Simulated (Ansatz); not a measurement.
# SnO2 (Pnnm) in Ansatz: equation of state, part 2 of 2

Ansatz 0.2.0. The steps go on from the part before.

### Step 6. Single point, PBE, 12.84 Å³/atom (volume scaled by 1.02)

The input, input.yaml:

```yaml
crystal:
  lattice:
    - [4.8197135599, 0.0, 0.0]
    - [0.0, 4.8988119591, 0.0]
    - [0.0, 0.0, 3.2623615262]
  atoms:
    - { symbol: Sn, position: [0.0, 0.0, 0.0] }
    - { symbol: Sn, position: [0.5, 0.5, 0.5] }
    - { symbol: O, position: [0.708145, 0.678958, 0.0] }
    - { symbol: O, position: [0.208145, 0.821042, 0.5] }
    - { symbol: O, position: [0.791855, 0.178958, 0.5] }
    - { symbol: O, position: [0.291855, 0.321042, 0.0] }
hamiltonian:
  xc: pbe
  pseudopotentials: { kind: paw }
kpoints:
  mp_grid: { grid: [6, 6, 8] }
scf:
  occupations: { method: fermi_dirac, width: 0.05 }
output:
  forces: true
  stress: true
  eigenvalues: true
  write_density: true
  write_potential: true
  elf: true
  volumetric_format: npy
```

Potentials or basis: Ansatz PAW.

Command:

```console
$ ansatz run input.yaml --threads 2 --pin off --max-ram 5120MiB --backend cpu --events-out ev --progress --plain --runs-dir out
```

Standard output:

```text
Warning: RAYON_NUM_THREADS=2 ignored (pool sized by the plan → 2); use --threads N
Engine: ansatz 0.2.0, aarch64-unknown-linux-gnu
Pseudopotentials: kind: paw
Pseudopotential: Sn, paw, valence charge 14, recommended cutoff 420 eV (normal), Sn.paw.azcp
Pseudopotential: O, paw, valence charge 6, recommended cutoff 420 eV (normal), O.paw.azcp
Functional definition: PBE
  parameter kappa = 0.804
  parameter beta = 0.06672455060314922
  exchange = pbe_x(kappa = kappa, mu = beta*pi^2/3)
  correlation = pbe_c(beta = beta)
Crystal: 6 atoms, lattice volume = 77.027 Å³
Basis set: ecut = 420 eV, 1511 PW (Γ), exchange–correlation on 72×72×48 points (8 copies of the dense FFT grid, shifted against one another)
Bands: 32, of which v1, the nominal top of the filled ones, is band 26 counted from 1 (25 counted from 0)
Symmetry: 8 space group operations
Space group: Pnnm (ITA 58), of the structure as read, at distance tolerance 4.3e-5 Å
k-points: 80 of 288
Non-local potential: Sn, projectors of the file, l = 0: 2, l = 1: 2, l = 2: 2, l = 3: 2
Non-local potential: O, projectors of the file, l = 0: 2, l = 1: 2, l = 2: 1
PAW form: soft (Blöchl's): semilocal exchange-correlation on the pseudo side does not see the compensation charge
PAW one-centre angular grid: Sn, 590 points (default); XC on 64 Gauss nodes
PAW one-centre angular grid: O, 110 points (default); XC on 64 Gauss nodes
Initial density: superposition of atomic densities (neutral atoms: chi_scale 0, normalization atom), corrected by the library's trained network
Initial wavefunctions: pseudopotential atomic-orbital guess
Functional: x = pbe(κ = 0.804, μ = 0.2195149727645171), c = pbe(β = 0.06672455060314922)
SCF iter   1: F=—  HF=-14317.932264 eV  |F-HF|=—  |Δ(HF+E_count)|=         —  Δρ=1.53e-3  dr2=8.89e-4  ethr=1.77e-3  ⟨swp⟩=6.1  Hψ=11268  notcnv=0  defer=9
preconditioner: auto → Resta (q_TF=auto, 2.555 Å⁻¹)  ε∞=3.6  [insulator: Δε(μ)=0.644 eV  Ē_g=19.039 eV  σ=0.050 eV  W_gap=1.00  n_scr=18 (ndim 8)  ℏωp=30.5 eV  f_vac=0.034  D(μ)=0.00/eV (n_scr^D=0)  ε∞_Penn≈3.6]
SCF iter   2: F=—  HF=-14317.934171 eV  |F-HF|=—  |Δ(HF+E_count)|=   1.91e-3  Δρ=6.91e-4  dr2=1.52e-4  ethr=1.71e-6  ⟨swp⟩=2.0  Hψ=5313  notcnv=0  defer=16
SCF iter   3: F=—  HF=-14317.934412 eV  |F-HF|=—  |Δ(HF+E_count)|=   2.42e-4  Δρ=3.10e-4  dr2=4.48e-5  ethr=2.93e-7  ⟨swp⟩=2.7  Hψ=4401  notcnv=0  defer=16
SCF iter   4: F=—  HF=-14317.934487 eV  |F-HF|=—  |Δ(HF+E_count)|=   7.50e-5  Δρ=4.73e-5  dr2=1.78e-6  ethr=8.62e-8  ⟨swp⟩=2.0  Hψ=3508  notcnv=0  defer=16
iter 5 did not close the SCF: its close was put off for the readings that it lacked (scf_convergence_deferred on its scf_iter line)
SCF iter   5: F=-14317.934490 eV  HF=-14317.934489 eV  |F-HF|=1.05e-7  |Δ(HF+E_count)|=   2.11e-6  Δρ=1.35e-5  dr2=9.24e-8  ethr=3.43e-9  ⟨swp⟩=2.0  Hψ=3726  notcnv=0  defer=16
SCF iter   6: F=-14317.934490 eV  HF=-14317.934490 eV  |F-HF|=1.60e-9  |Δ(HF+E_count)|=   1.31e-7  Δρ=3.73e-6  dr2=6.52e-9  ethr=1.78e-10  ⟨swp⟩=10.3  Hψ=18386  notcnv=0
SCF 1 converged in 6 iterations: F = -14317.934490 eV  dr2 = 6.52e-9
SCF converged after 6 iterations
Free energy (F): -14317.934490 eV
Harris-Foulkes:  -14317.934490 eV  (|F-HF|=1.60e-9)
Internal energy: -14317.934468 eV  (E = F + TS)
E sigma→0 (E₀):  -14317.934479 eV
Entropy (-TS):   -0.000021 eV (-0.004 meV/atom)
Fermi energy:    8.694012 eV
--- Per-component energies (eV) ---
  E_band       = -169.279871
  E_kinetic    = 1074.994598
  E_local      = -2992.940363  (includes V_loc(G=0)·N_el)
  E_nonlocal   = 133.397938
  E_hartree    = 1531.951440
  E_xc         = -1052.584492
  E_vxc        = -560.714620  (∫ρ·V_xc dr)
  E_paw        = -8927.356772  (= ΣΔE_a)
  E_vpaw       = -887.928380  (= ΣTr[D̂ρ^β])
  E_aug_tail   = 0.009798  (compensation charges beyond the density's cutoff)
  E_ewald      = -4085.406614
  E_smearing   = -0.000021  (= −TS)
  E_closure    = 0.000000  (closes the sum)
  Σ components = -14317.934490   (vs F -14317.934490, Δ=0.00e0)
--- Forces (eV/Å), atoms counted from 1 ---
  atom   1  Sn     0.00000000    -0.00000000    -0.00000000
  atom   2  Sn     0.00000000     0.00000000     0.00000000
  atom   3  O     -0.11753400     0.00422003     0.00000000
  atom   4  O     -0.11753400    -0.00422003     0.00000000
  atom   5  O      0.11753400     0.00422003     0.00000000
  atom   6  O      0.11753400    -0.00422003    -0.00000000
  max |Σ_I F_I| component: 1.39e-17 eV/Å
--- Stress (GPa, compression-positive) ---
       -3.370959      -0.000000       0.000000
       -0.000000      -3.545002       0.000000
        0.000000       0.000000      -4.797639
  P = ⅓ Tr σ = -3.9045 GPa (-39.045 kbar)
--- Band table (eV; the first three rows and the last of 80) ---
  k-point 0: bands = ["-12.5563", "-11.9491", "-11.7786", "-11.7518", "-11.7488", "-11.6856", "-11.6641", "-11.6014", "-11.5708", "-11.5677", "-10.0708", "-8.4294", "-8.3943", "-7.0214", "0.5808", "4.4338", "4.7593", "4.8463", "5.6300", "6.4461", "6.5155", "7.1832", "7.2185", "7.7529", "7.7574", "8.3313", "8.9713", "13.9218", "14.3440", "14.4965", "18.3933", "18.6861"]
  k-point 1: bands = ["-12.4957", "-11.8891", "-11.8576", "-11.8555", "-11.7567", "-11.6936", "-11.6596", "-11.6017", "-11.5859", "-11.5826", "-9.9855", "-8.2414", "-8.2099", "-7.1171", "0.5860", "4.5745", "4.6171", "4.9583", "5.4780", "5.7291", "6.3075", "6.6636", "6.7152", "7.7622", "7.7850", "8.2906", "9.9429", "14.1861", "14.9533", "15.1010", "17.5073", "19.4004"]
  k-point 2: bands = ["-12.3378", "-12.0853", "-12.0849", "-11.7920", "-11.6981", "-11.6882", "-11.6477", "-11.6154", "-11.6128", "-11.6036", "-9.7090", "-7.8123", "-7.7892", "-7.4172", "0.6448", "3.9173", "4.4105", "4.9466", "5.1578", "5.6888", "5.8688", "5.8937", "6.0114", "7.6464", "7.7145", "7.9878", "11.4968", "14.5487", "16.3154", "16.4249", "16.8744", "19.2597"]
  k-point 79: bands = ["-12.3660", "-12.3660", "-11.9765", "-11.9765", "-11.6546", "-11.6546", "-11.6147", "-11.6147", "-11.5726", "-11.5726", "-8.4306", "-8.4306", "-7.3016", "-7.3016", "0.8329", "0.8329", "3.7836", "3.7836", "5.9725", "5.9725", "6.0308", "6.0308", "7.5458", "7.5458", "7.7163", "7.7163", "12.6007", "12.6007", "16.9504", "16.9504", "18.8065", "18.8065"]
```

rho_z.tsv:

```text
# z_ang	rho[e/angstrom^3]
# format = ansatz-planar-average/11
# lattice	4.819713560	0.000000000	0.000000000
# lattice	0.000000000	4.898811959	0.000000000
# lattice	0.000000000	0.000000000	3.262361526
# sites	6
# site	50	0.000000000	0.000000000	0.000000000
# site	50	2.409856780	2.449405980	1.631180763
# site	8	3.413056059	3.326087570	0.000000000
# site	8	1.003199279	4.022130369	1.631180763
# site	8	3.816514281	0.876681591	1.631180763
# site	8	1.406657501	1.572724389	0.000000000
0.000000	1.142276e0
0.135932	1.064543e0
0.271863	8.674658e-1
0.407795	6.335691e-1
0.543727	4.411951e-1
0.679659	3.271464e-1
[... 16 lines left out ...]
2.990498	8.674658e-1
3.126430	1.064543e0
```

v_z.tsv:

```text
# z_ang	v_es[eV]	v_tot[eV]
# format = ansatz-planar-average/11
# xc	pbe
# density_cutoff_ev	1680
# datasets	Sn=:simpson_from_first_knot:soft	O=:simpson_from_first_knot:soft
# lattice	4.819713560	0.000000000	0.000000000
# lattice	0.000000000	4.898811959	0.000000000
# lattice	0.000000000	0.000000000	3.262361526
# sites	6
# site	50	0.000000000	0.000000000	0.000000000
# site	50	2.409856780	2.449405980	1.631180763
# site	8	3.413056059	3.326087570	0.000000000
# site	8	1.003199279	4.022130369	1.631180763
# site	8	3.816514281	0.876681591	1.631180763
# site	8	1.406657501	1.572724389	0.000000000
0.000000	5.957435e0	-6.232967e0
0.135932	6.063061e0	-5.952288e0
0.271863	6.396627e0	-5.161278e0
0.407795	6.922029e0	-4.017091e0
0.543727	7.675743e0	-2.596481e0
0.679659	8.327705e0	-1.399971e0
[... 16 lines left out ...]
2.990498	6.396627e0	-5.161278e0
3.126430	6.063061e0	-5.952288e0
```

Run time: 8.1 s. Hardware: 2 threads of Arm Neoverse V1, shared host; peak memory 0.43 GiB.

What came out:

| Property | Result |
| --- | --- |
| Free energy | -14317.9345 eV |
| Pressure | -3.9 GPa |
| Largest force | 0.118 eV/Å |
| Band gap on the k mesh | 0.64 eV, direct |

Caveat: the pressure holds a Pulay correction of +0.8 GPa for the finite cutoff; spin-orbit coupling is left out, which moves the levels of the heavy elements.

### Step 7. Single point, PBE, 13.09 Å³/atom (volume scaled by 1.04)

Changes to input.yaml since step 6:

```diff
@@ -2,5 +2,5 @@
   lattice:
-    - [4.8197135599, 0.0, 0.0]
-    - [0.0, 4.8988119591, 0.0]
-    - [0.0, 0.0, 3.2623615262]
+    - [4.8510112781, 0.0, 0.0]
+    - [0.0, 4.9306233178, 0.0]
+    - [0.0, 0.0, 3.2835462855]
   atoms:
@@ -23,5 +23 @@
   eigenvalues: true
-  write_density: true
-  write_potential: true
-  elf: true
-  volumetric_format: npy
```

Command:

```console
$ ansatz run input.yaml --threads 2 --pin off --max-ram 5120MiB --backend cpu --events-out ev --progress --plain --runs-dir out
```

Wall time 6.2 s (2 threads of Arm Neoverse V1, shared host); peak memory 0.43 GiB.

The run converged. Its results:

```
Free energy            : -14317.8835 eV
Pressure               : -6.9 GPa
Largest force          : 0.172 eV/Å
Band gap on the k mesh : 0.48 eV, indirect (least direct gap 0.51 eV)
```

Caveat: the pressure holds a Pulay correction of +0.8 GPa for the finite cutoff; spin-orbit coupling is left out, which moves the levels of the heavy elements.

### Step 8. Single point, PBE, 13.34 Å³/atom (volume scaled by 1.06)

Changes to input.yaml since step 7:

```diff
@@ -2,5 +2,5 @@
   lattice:
-    - [4.8510112781, 0.0, 0.0]
-    - [0.0, 4.9306233178, 0.0]
-    - [0.0, 0.0, 3.2835462855]
+    - [4.8819102722, 0.0, 0.0]
+    - [0.0, 4.9620294086, 0.0]
+    - [0.0, 0.0, 3.304461157]
   atoms:
@@ -23 +23,5 @@
   eigenvalues: true
+  write_density: true
+  write_potential: true
+  elf: true
+  volumetric_format: npy
```

Command:

```console
$ ansatz run input.yaml --threads 2 --pin off --max-ram 5120MiB --backend cpu --events-out ev --progress --plain --runs-dir out
```

It took 7.9 s on 2 threads of Arm Neoverse V1, shared host; peak memory 0.44 GiB.

The run converged. Its results:

```yaml
Free_energy: -14317.8062 eV
Pressure: -9.5 GPa
Largest_force: 0.225 eV/Å
Band_gap_on_the_k_mesh: 0.35 eV, indirect (least direct gap 0.44 eV)
```

Caveat: the pressure holds a Pulay correction of +0.8 GPa for the finite cutoff; spin-orbit coupling is left out, which moves the levels of the heavy elements.

### Step 9. Equation of state, PBE

Potentials or basis: Ansatz PAW.

This step only gathers the single runs of the series.

What came out:

```
Equilibrium volume                        : 12.55 Å³/atom
Bulk modulus at fixed shape and positions : 181 GPa
Pressure derivative of the bulk modulus   : 5.1
```

Energy against volume, from the lowest point:
| volume (Å³/atom) | energy (meV/atom) |
| --- | --- |
| 11.831 | 25.94 |
| 12.083 | 10.44 |
| 12.334 | 2.06 |
| 12.586 | 0.00 |
| 12.838 | 3.55 |
| 13.090 | 12.05 |
| 13.341 | 24.93 |

Caveat: the cell was scaled at fixed shape and fractional positions, which overstates the stiffness of a crystal with free parameters, most of all of layers and chains.
